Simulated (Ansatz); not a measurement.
Predict the output of the script below (Ansatz 0.2.0, Python API).

`mos2.py`:
```python
"""k-point test for MoS2."""

import csv

import ansatz as az

WIDTH_EV = 0.15
XC = "pbe"
TOLERANCE = 1e-09
MAX_ITERATIONS = 60
EXTRA_BANDS = 4


def main() -> None:
    lattice = az.Lattice.of(
        (1.5855, 0.91538885, 6.11499667),
        (-1.5855, 0.91538885, 6.11499667),
        (0.0, -1.8307777, 6.11499667),
    )
    sites = [
        ("Mo", (0.0, 0.0, 0.0)),
        ("S", (0.75, 0.75, 0.75)),
        ("S", (0.25, 0.25, 0.25)),
    ]
    system = az.Crystal(lattice=lattice)
    for symbol, position in sites:
        system = system.atom(symbol, position)

    model = system.calculation()
    model = model.occupations(az.OccupationsMethod.FERMI_DIRAC, width=WIDTH_EV)
    model = model.mixing("anderson").hubbard("Mo", "d", u_eff=6.0)
    model = model.functional(XC).scf(tolerance=TOLERANCE, max_iterations=MAX_ITERATIONS, extra_bands=EXTRA_BANDS)
    model = model.stress()

    rows = []
    for value in [(3, 3, 3), (4, 4, 4), (5, 5, 5), (7, 7, 7), (8, 8, 8), (10, 10, 10)]:
        rep = model.kpoints(*value).run().report
        rows.append((value, rep["free_energy_ev"] / len(rep["lattice"]["sites"]), rep["n_iterations"], sum(rep["stress_gpa"][i][i] for i in range(3)) / 3, rep["n_kpoints"]))

    with open("kconv.csv", "w", newline="") as handle:
        writer = csv.writer(handle)
        writer.writerow(["mesh", "F/atom (eV)", "iterations", "P (GPa)", "k-points"])
        writer.writerows([round(v, 5) if isinstance(v, float) else v for v in row] for row in rows)

    # the last row is the reference
    for row in rows[:-1]:
        shift = 1000 * (row[1] - rows[-1][1])
        print(f"{row[0]}: {shift:+.2f} meV/atom" + ("  (within 1 meV)" if abs(shift) < 1 else ""))


if __name__ == "__main__":
    main()
```

```console
$ python mos2.py
DeckWarning: basis.ecutwfc = 420 eV, auto-derived from the records' recommended cutoffs: set by Mo (normal level)
DeckWarning: output.stress: scf.convergence.dr2_threshold = 1e-9 eV is looser than the 3e-10 eV advised for a printed stress (1e-10 eV for each atom of the cell: 3). What an SCF threshold leaves in a stress goes as its square root, and in the free energy as the threshold itself, and one threshold admits the most on a [...]
(3, 3, 3): -41.95 meV/atom
(4, 4, 4): +23.49 meV/atom
(5, 5, 5): +2.93 meV/atom
(7, 7, 7): +0.20 meV/atom  (within 1 meV)
(8, 8, 8): +1.95 meV/atom
```
(Warnings from the package without file and line, shortened.)

It writes `kconv.csv`:
```csv
mesh,F/atom (eV),iterations,P (GPa),k-points
"(3, 3, 3)",-2251.55641,15,8.98979,6
"(4, 4, 4)",-2251.49098,16,9.00572,13
"(5, 5, 5)",-2251.51154,16,8.01325,19
"(7, 7, 7)",-2251.51427,16,8.35801,44
"(8, 8, 8)",-2251.51252,16,8.29665,65
"(10, 10, 10)",-2251.51447,16,8.19596,116
```

What to keep in mind:
- The run is spin-unpolarised.
- U, its shell and the double counting are chosen to explore, and aren't derived for this compound.
- The smearing is wide enough that free energy and stress hold a thermal part of the electrons.
- A Hubbard U without spin forces both spins into the same orbitals, which can open a gap or pick a state that a spin-polarised run wouldn't.
- Of the deposited cell: the entry's cell lengths or inner coordinates differ somewhat from later room-temperature determinations.
- Pressure is positive in compression.
- A row within the bound is followed by one outside it, so the series isn't shown to be converged.
- At these settings the cell as given stands under about 8 GPa, so it isn't at this functional's equilibrium volume.
- The starting cell is as deposited in a crystallographic database; the results hold for this polymorph, which needn't be the stable one.
- Shifts are counted from the finest mesh, which is itself no proven limit.
- By the engine's processor time: 21 s on 1 thread of Intel(R) Xeon(R) Processor @ 2.30GHz, with other jobs on the host, peak memory 0.6 GiB.
